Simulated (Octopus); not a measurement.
# Si (Fd-3m) in Octopus: reference runs

How does Si come out in PBE? The cell is run as given and disturbed.

Everything below comes from runs of Octopus 16.4. Logs are shortened: lines on timing, memory, paths and dates and some standing lists are left out, and cuts for length are marked.

## 1. Starting point

The structure is cubic, space group Fd-3m (No. 227). Conventional cell: a = 5.444 Å, b = 5.444 Å, c = 5.444 Å, α = 90.00°, β = 90.00°, γ = 90.00°. Si (site symmetry -43m) has 4 Si at 2.36 Å as nearest neighbours.

## 2. Single point, PBE

Contents of inp:

```
CalculationMode = gs
UnitsOutput = eV_Angstrom
PeriodicDimensions = 3
ExperimentalFeatures = yes
PseudopotentialSet = pseudodojo_pbe
%LatticeParameters
 1*angstrom | 1*angstrom | 1*angstrom
%
%LatticeVectors
 0 | 2.7218511865 | 2.7218511865
 2.7218511865 | 0 | 2.7218511865
 2.7218511865 | 2.7218511865 | 0
%
%ReducedCoordinates
 "Si" | 0.5 | 0.5 | 0.5
 "Si" | 0.75 | 0.75 | 0.75
%
%Spacing
 0.20259362*angstrom | 0.20259362*angstrom | 0.20259362*angstrom
%
DerivativesOrder = 8
%KPointsGrid
 8 | 8 | 8
%
KPointsUseSymmetries = yes
XCFunctional = gga_x_pbe + gga_c_pbe
SmearingFunction = fermi_dirac
Smearing = 0.05*eV
ExtraStates = 6
Eigensolver = chebyshev_filter
ConvRelDens = 3e-7
MaximumIter = 120
%Output
 density | cube
 elf | cube
 potential | cube
%
```

Potentials or basis: pseudodojo_pbe (PseudoDojo 0.5, PBE).

Launch:

```bash
> OMP_NUM_THREADS=1 octopus > out.log
```

out.log:

```text
Running octopus

[... 17 lines left out ...]

****************************** Species *******************************
  Species 'Si'
    type             : pseudopotential
    file             : 'Si.upf'
    file format      : UPF2
    valence charge   : 4.0
    atomic number    :  14
    form on file     : kleinman-bylander
    lmax             : 2
    llocal           : -1
    projectors per l : 2
    total projectors : 6
    application form : kleinman-bylander
    orbitals         :  4
    bound orbitals   :  4

**********************************************************************

***************************** Symmetries *****************************
Space group No.  227
International: Fd-3m
Schoenflies: Oh^7
Info: The system has    24 symmorphic symmetries that can be used.
  Index                Rotation matrix                      Fractional translations
    1 :     1   0   0     0   1   0     0   0   1      0.000000    0.000000    0.000000
    2 :     0   1  -1     1   0  -1     0   0  -1      0.000000    0.000000    0.000000
    3 :    -1   0   0    -1   0   1    -1   1   0      0.000000    0.000000    0.000000
    4 :     0  -1   1     0  -1   0     1  -1   0      0.000000    0.000000    0.000000
    5 :     0   1   0     0   0   1     1   0   0      0.000000    0.000000    0.000000
    6 :    -1   0   1    -1   1   0    -1   0   0      0.000000    0.000000    0.000000
[... 16 lines left out ...]
   23 :     1   0   0     0   0   1     0   1   0      0.000000    0.000000    0.000000
   24 :     0  -1   1     1  -1   0     0  -1   0      0.000000    0.000000    0.000000
Info: The system also has    24 nonsymmorphic symmetries (not used for electrons).
    1 :     1   0  -1     1   0   0     1  -1   0      0.250000    0.250000    0.250000
    2 :     0   1   0     0   1  -1    -1   1   0      0.250000    0.250000    0.250000
    3 :     0  -1   0    -1   0   0     0   0  -1      0.250000    0.250000    0.250000
    4 :    -1   0   1     0  -1   1     0   0   1      0.250000    0.250000    0.250000
    5 :    -1   1   0     0   1   0     0   1  -1      0.250000    0.250000    0.250000
    6 :     0   0   1    -1   0   1     0  -1   1      0.250000    0.250000    0.250000
[... 16 lines left out ...]
   23 :     0   0   1     0  -1   1    -1   0   1      0.250000    0.250000    0.250000
   24 :     1  -1   0     1   0   0     1   0  -1      0.250000    0.250000    0.250000
**********************************************************************

Input: [CurvMethod = curv_affine]
Input: [DerivativesStencil = stencil_stargeneral]

****************************** Lattice *******************************
  Lattice Vectors [A]
    0.000000    2.721851    2.721851
    2.721851    0.000000    2.721851
    2.721851    2.721851    0.000000
[... 235 lines left out ...]
------------------------------------------%---------------------------
-----------------------%------------------%---------------------------
-----------------------%--------------%---%-%--%%-----%---------------
-----------------------%-%%-----------%-%-%-%--%%-----%---------------
--------------%--------%-%%-%---------%-%-%-%--%%-----%----%----------
------%-------%-------%%-%%%%---------%%%%%-%--%%---%%%%---%%---------
------%-------%-%-----%%-%%%%---------%%%%%-%-%%%---%%%%-%-%%---%-----
----%-%-%%---%%-%-----%%-%%%%%--------%%%%%%%%%%%%%-%%%%-%%%%%--%-----
----%%%%%%-%-%%%%---%%%%%%%%%%%-----%%%%%%%%%%%%%%%%%%%%-%%%%%%%%%----
-%%%%%%%%%%%-%%%%%%%%%%%%%%%%%%%---%%%%%%%%%%%%%%%%%%%%%%%%%%%%%%%----
                                 ^

Fermi energy =     4.139498 eV

**********************************************************************

*********************** SCF CYCLE ITER #    2 ************************
 etot  = -2.32891199E+02 abs_ev   =  1.35E+00 rel_ev   =  1.54E-01
 ediff =        6.76E-02 abs_dens =  9.00E-02 rel_dens =  1.13E-02
Matrix vector products: 725
Converged eigenvectors: 0
[... 151 lines left out ...]
*********************** SCF CYCLE ITER #   15 ************************
 etot  = -2.30284239E+02 abs_ev   =  1.11E-06 rel_ev   =  1.62E-07
 ediff =        4.85E-08 abs_dens =  4.45E-08 rel_dens =  5.56E-09
Matrix vector products: 725
Converged eigenvectors: 158

#  State  KPoint  Eigenvalue [eV]  Occupation    Error
      1       1       -7.723439    2.000000   ( 3.7E-09)
      1       2       -7.520655    2.000000   ( 4.6E-09)
      1       3       -7.452311    2.000000   ( 3.7E-09)
      1       4       -7.186717    2.000000   ( 5.1E-09)
      1       5       -6.986821    2.000000   ( 4.2E-09)
      1       6       -6.929215    2.000000   ( 6.5E-09)
      1      10       -6.648662    2.000000   ( 7.3E-09)
      1       7       -6.481911    2.000000   ( 4.6E-09)
[... 23 lines left out ...]
     10      24       14.813736    0.000000   ( 4.9E-04)
      9      26       14.894871    0.000000   ( 4.6E-04)
     10      26       14.970339    0.000000   ( 9.9E-04)
     10       9       15.016456    0.000000   ( 1.4E-02)
      9      29       15.154722    0.000000   ( 1.3E-04)
     10      29       15.154865    0.000000   ( 7.8E-04)
     10      23       15.227500    0.000000   ( 2.0E-03)
     10      22       15.454426    0.000000   ( 5.6E-03)

Density of states:

----------------------------------------------%------------%----------
----------------------------------------------%------------%----------
----------------------------------------------%------------%%---------
-------------------------------------------%--%------%-----%%------%--
---------------%------------%%-------------%%-%-%---%%-----%%------%--
---------------%-------%-%%%%%%%%--------%%%%-%-%%%-%%---%-%%--%--%%%-
-------%-------%--%----%-%%%%%%%%--------%%%%%%-%%%%%%---%%%%-%%--%%%-
-----%-%%-%----%--%----%%%%%%%%%%-------%%%%%%%%%%%%%%%-%%%%%-%%%%%%%-
--%-%%%%%%%----%%%%----%%%%%%%%%%%------%%%%%%%%%%%%%%%%%%%%%-%%%%%%%-
-%%-%%%%%%%%%%%%%%%%%%%%%%%%%%%%%%-%--%%%%%%%%%%%%%%%%%%%%%%%%%%%%%%%-
                                    ^

Fermi energy =     4.483757 eV

**********************************************************************

Info: SCF converged in   15 iterations

** Warning:
**   Some of the states are not fully converged!

Info: Number of matrix-vector products:      10875
Info: Writing output to static/

Info: Finished writing information to 'restart/gs'.

Octopus emitted 20 warnings.
```

static/info:

```text
**

********************** Brillouin zone sampling ***********************
Dimensions of the k-point grid      =  8  8  8
Total number of k-points            = 512
[... 400 lines left out ...]
      rel_energy =  5.73078196E-09 ( 0.00000000E+00)
      abs_dens =  4.44788350E-08 ( 0.00000000E+00)
      rel_dens =  5.55985437E-09 ( 3.00000000E-07)
      abs_evsum =  1.10998239E-06 ( 0.00000000E+00) [eV]
      rel_evsum =  1.62307445E-07 ( 0.00000000E+00)

Forces on the ions [eV/A]
 Ion                        x              y              z
   1        Si   0.00000000E+00   0.00000000E+00   0.00000000E+00
   2        Si   0.00000000E+00   0.00000000E+00   0.00000000E+00
 ----------------------------------------------------------
 Max abs force   0.00000000E+00   0.00000000E+00   0.00000000E+00
   Total force   0.00000000E+00   0.00000000E+00   0.00000000E+00
```

Wall time 47 s (1 thread of Intel Xeon Platinum 8559C (Emerald Rapids), shared host); peak memory 0.22 GiB.

Results:

- Free energy: -230.2843 eV
- Band gap on the k mesh: 0.63 eV, indirect (least direct gap 2.55 eV)

Levels at points of the mesh, in eV from the valence-band top:
```csv
k point,band 2,band 3,band 4,band 5,band 6,band 7
"(0.00, 0.00, 0.00)",0.00,0.00,0.00,2.55,2.55,2.55
"(0.50, 0.00, 0.00)",-6.94,-1.19,-1.19,1.50,3.34,3.34
"(0.50, 0.50, 0.00)",-7.80,-2.84,-2.84,0.72,0.72,10.03
```

A k mesh can miss the band edges. A hybrid or GW would open this gap; PBE tends to underestimate it.

## 3. Single point, PBE (atoms moved at random, drawn with an rms of 0.05 Å)

inp, as its differences from that of step 2:

```diff
@@ -14,4 +14,4 @@
 %ReducedCoordinates
- "Si" | 0.5 | 0.5 | 0.5
- "Si" | 0.75 | 0.75 | 0.75
+ "Si" | 0.509307 | 0.489359 | 0.503172
+ "Si" | 0.743873 | 0.75191 | 0.743863
 %
@@ -32,6 +32 @@
 MaximumIter = 120
-%Output
- density | cube
- elf | cube
- potential | cube
-%
```

Potentials or basis: pseudodojo_pbe (PseudoDojo 0.5, PBE).

Launch:

```bash
> OMP_NUM_THREADS=1 octopus > out.log
```

out.log:

```text
Running octopus

[... 17 lines left out ...]

****************************** Species *******************************
  Species 'Si'
    type             : pseudopotential
    file             : 'Si.upf'
    file format      : UPF2
    valence charge   : 4.0
    atomic number    :  14
    form on file     : kleinman-bylander
    lmax             : 2
    llocal           : -1
    projectors per l : 2
    total projectors : 6
    application form : kleinman-bylander
    orbitals         :  4
    bound orbitals   :  4

**********************************************************************

***************************** Symmetries *****************************
Space group No.    2
International: P-1
Schoenflies: Ci^1
Info: The system has     1 symmorphic symmetries that can be used.
  Index                Rotation matrix                      Fractional translations
    1 :     1   0   0     0   1   0     0   0   1      0.000000    0.000000    0.000000
Info: The system also has     1 nonsymmorphic symmetries (not used for electrons).
    1 :    -1   0   0     0  -1   0     0   0  -1      0.253180    0.241269    0.247035
**********************************************************************

Input: [CurvMethod = curv_affine]
Input: [DerivativesStencil = stencil_stargeneral]

****************************** Lattice *******************************
  Lattice Vectors [A]
    0.000000    2.721851    2.721851
    2.721851    0.000000    2.721851
    2.721851    2.721851    0.000000
  Cell volume =            40.3295 [A^3]
  Reciprocal-Lattice Vectors [A^-1]
   -1.154212    1.154212    1.154212
    1.154212   -1.154212    1.154212
    1.154212    1.154212   -1.154212
  Cell angles [degree]
    alpha =   60.000
    beta  =   60.000
    gamma =   60.000
**********************************************************************

Checking if the generated full k-point grid is symmetric

   260 k-points generated from parameters :
 ---------------------------------------------------
    n =    8    8    8

    s1  =  0.00  0.00  0.00

   index |      weight  |             coordinates              |
       1 |     0.001953 |    0.000000    0.000000    0.000000  |
       2 |     0.003906 |    0.125000    0.000000    0.000000  |
       3 |     0.003906 |    0.000000    0.125000    0.000000  |
       4 |     0.003906 |    0.000000    0.000000    0.125000  |
       5 |     0.003906 |    0.125000    0.125000    0.000000  |
       6 |     0.003906 |   -0.125000    0.125000    0.000000  |
[... 252 lines left out ...]
     259 |     0.003906 |    0.375000    0.500000    0.500000  |
     260 |     0.001953 |    0.500000    0.500000    0.500000  |

[... 102 lines left out ...]
 #st  Spin   Eigenvalue      Occupation
#k =       1, k = (  0.000000,  0.000000,  0.000000)
   1   --    -7.900652       2.000000
   2   --     3.926685       2.000000
   3   --     4.315171       2.000000
   4   --     4.711838       2.000000
   5   --     6.954333       2.000000
   6   --     7.238124       1.999993
   7   --     7.479021       1.999103
   8   --     7.567693       1.994726
#k =       2, k = (  0.125000,  0.000000,  0.000000)
   1   --    -7.673979       2.000000
   2   --     3.286849       2.000000
   3   --     3.955968       2.000000
   4   --     4.416980       2.000000
   5   --     7.380264       1.999875
   6   --     7.667588       1.961755
   7   --     7.965763       0.233018
   8   --     9.046023       0.000000
[... 258 further k-points ...]
Fermi energy =     7.864467 eV
Generating random wavefunctions for states        9 and above
Orthogonalizing wavefunctions.
Info: Ground-state restart information will be written to 'restart/gs'.
Info: SCF using complex wavefunctions.
Info: Starting SCF iteration.

*********************** SCF CYCLE ITER #    1 ************************
 etot  = -2.34708170E+02 abs_ev   =  2.03E+01 rel_ev   =  2.01E+00
 ediff =        8.63E+00 abs_dens =  1.36E+00 rel_dens =  1.70E-01
Matrix vector products: 6500
Converged eigenvectors: 0

#  State  KPoint  Eigenvalue [eV]  Occupation    Error
      1       1       -8.107403    2.000000   ( 2.4E-06)
      1       2       -7.910754    2.000000   ( 6.3E-06)
      1       4       -7.909547    2.000000   ( 3.8E-06)
      1       3       -7.905124    2.000000   ( 4.0E-06)
      1      11       -7.905095    2.000000   ( 5.0E-06)
      1       7       -7.840381    2.000000   ( 4.5E-06)
      1       9       -7.840144    2.000000   ( 4.9E-06)
      1       5       -7.840143    2.000000   ( 5.9E-06)
[... 23 lines left out ...]
     10     242       16.467744    0.000000   ( 4.2E-02)
     10     174       16.527959    0.000000   ( 3.4E-02)
     10     243       16.585653    0.000000   ( 3.3E-02)
     10     244       16.633077    0.000000   ( 3.1E-02)
     10     207       16.851659    0.000000   ( 5.2E-02)
     10     154       17.042209    0.000000   ( 4.2E-02)
     10     148       17.403575    0.000000   ( 1.7E-02)
     10     156       17.406471    0.000000   ( 1.7E-02)

Density of states:

------------------------------------------%-----------%---------------
-----------------------%-%------------%---%-----%-----%---------------
-----------------------%-%------------%-%-%----%%-----%---------------
-----------------------%-%%-%---------%%%-%-%--%%-----%---------------
--------------%--------%-%%%%---------%%%%%%%--%%----%%%---%----------
------%-------%--------%-%%%%---------%%%%%%%%%%%---%%%%--%%%---------
------%%-%----%------%%%-%%%%%--------%%%%%%%%%%%%-%%%%%-%%%%-%-------
----%-%%%%---%%%%----%%%%%%%%%--------%%%%%%%%%%%%-%%%%%-%%%%%%%%-----
--%%%%%%%%-%-%%%%%%-%%%%%%%%%%%-----%%%%%%%%%%%%%%%%%%%%%%%%%%%%%%----
-%%%%%%%%%%%%%%%%%%%%%%%%%%%%%%%---%%%%%%%%%%%%%%%%%%%%%%%%%%%%%%%%---
                                 ^

Fermi energy =     4.275851 eV

**********************************************************************

*********************** SCF CYCLE ITER #    2 ************************
 etot  = -2.32862824E+02 abs_ev   =  1.35E+00 rel_ev   =  1.54E-01
 ediff =        6.78E-02 abs_dens =  9.05E-02 rel_dens =  1.13E-02
Matrix vector products: 6500
Converged eigenvectors: 0
[... 151 lines left out ...]
*********************** SCF CYCLE ITER #   15 ************************
 etot  = -2.30253113E+02 abs_ev   =  2.54E-06 rel_ev   =  3.70E-07
 ediff =        1.10E-07 abs_dens =  8.55E-08 rel_dens =  1.07E-08
Matrix vector products: 6500
Converged eigenvectors: 1370

#  State  KPoint  Eigenvalue [eV]  Occupation    Error
      1       1       -7.729103    2.000000   ( 9.3E-09)
      1       2       -7.529269    2.000000   ( 1.9E-08)
      1       4       -7.528178    2.000000   ( 1.9E-08)
      1      11       -7.524295    2.000000   ( 1.1E-08)
      1       3       -7.524230    2.000000   ( 1.1E-08)
      1       7       -7.458351    2.000000   ( 1.1E-08)
      1       9       -7.458144    2.000000   ( 9.2E-09)
      1       5       -7.458142    2.000000   ( 1.2E-08)
[... 23 lines left out ...]
     10     144       15.281332    0.000000   ( 2.0E-03)
     10     237       15.282191    0.000000   ( 1.3E-03)
     10     168       15.292247    0.000000   ( 1.6E-03)
     10     233       15.294217    0.000000   ( 1.5E-03)
     10     161       15.375182    0.000000   ( 1.7E-03)
     10     137       15.375944    0.000000   ( 2.6E-03)
     10     139       15.388147    0.000000   ( 1.9E-03)
     10     169       15.388314    0.000000   ( 1.5E-03)

Density of states:

-----------------------------------------------------------%----------
-----------------------------------------------------------%----------
----------------------------------------------%------%-----%----------
----------------------------%---------------%-%%-----%-----%%------%--
---------------%----------%-%%%-----------%%%-%%%%-%%%----%%%-----%%--
---------------%-------%-%%%%%%%----------%%%%%%%%-%%%----%%%--%-%%%--
-------%%-%----%%------%%%%%%%%%%--------%%%%%%%%%%%%%%--%%%%--%-%%%%-
-----%-%%-%----%%-%----%%%%%%%%%%%------%%%%%%%%%%%%%%%%%%%%%%%%-%%%%-
--%-%%%%%%%----%%%%%---%%%%%%%%%%%------%%%%%%%%%%%%%%%%%%%%%%%%%%%%%-
-%%-%%%%%%%%%%%%%%%%%%%%%%%%%%%%%%%%--%%%%%%%%%%%%%%%%%%%%%%%%%%%%%%%%
                                     ^

Fermi energy =     4.601213 eV

**********************************************************************

Info: SCF converged in   15 iterations

** Warning:
**   Some of the states are not fully converged!

Info: Number of matrix-vector products:      97500
Info: Finished writing information to 'restart/gs'.

Octopus emitted 3 warnings.
```

static/info:

```text
**

********************** Brillouin zone sampling ***********************
Dimensions of the k-point grid      =  8  8  8
Total number of k-points            = 512
[... 3172 lines left out ...]
      rel_energy =  1.30345861E-08 ( 0.00000000E+00)
      abs_dens =  8.54767940E-08 ( 0.00000000E+00)
      rel_dens =  1.06845993E-08 ( 3.00000000E-07)
      abs_evsum =  2.53803126E-06 ( 0.00000000E+00) [eV]
      rel_evsum =  3.69966015E-07 ( 0.00000000E+00)

Forces on the ions [eV/A]
 Ion                        x              y              z
   1        Si   9.97944415E-02  -8.96578176E-01  -8.44008958E-02
   2        Si  -9.97944415E-02   8.96578176E-01   8.44008958E-02
 ----------------------------------------------------------
 Max abs force   9.97944415E-02   8.96578176E-01   8.44008958E-02
   Total force   0.00000000E+00   0.00000000E+00   0.00000000E+00
```

Run time: 7 min. Hardware: 1 thread of Intel Xeon Platinum 8559C (Emerald Rapids), shared host; peak memory 1.6 GiB.

Results:

| Item | Value |
| --- | --- |
| Free energy | -230.2534 eV |
| Largest force | 0.906 eV/Å |
| Band gap on the k mesh | 0.22 eV, indirect (least direct gap 2.02 eV) |

Forces in eV/Å, atoms in the order of the input:
```
Si   0.100 -0.897 -0.084
Si  -0.100  0.897  0.084
```

Levels at points of the mesh, in eV from the valence-band top:
```tsv
k point	band 1	band 2	band 3	band 4	band 5	band 6	band 7	band 8
(0.00, 0.00, 0.00)	-12.25	-0.66	-0.33	0.00	2.02	2.21	2.41	2.92
(0.50, 0.00, 0.00)	-10.04	-7.07	-1.73	-1.42	1.11	2.75	3.11	7.31
(0.00, 0.50, 0.00)	-9.86	-7.44	-1.65	-1.32	1.21	2.86	3.27	7.44
(0.00, 0.00, 0.50)	-10.00	-7.15	-1.75	-1.35	1.13	2.73	3.18	7.33
(0.50, 0.50, 0.00)	-8.16	-8.12	-3.18	-3.15	0.36	0.40	9.70	9.71
(0.50, 0.00, 0.50)	-8.35	-7.92	-3.29	-3.06	0.22	0.55	9.64	9.74
(0.00, 0.50, 0.50)	-8.17	-8.12	-3.18	-3.14	0.36	0.40	9.70	9.71
(0.50, 0.50, 0.50)	-9.87	-7.44	-1.66	-1.32	1.21	2.85	3.27	7.44
```
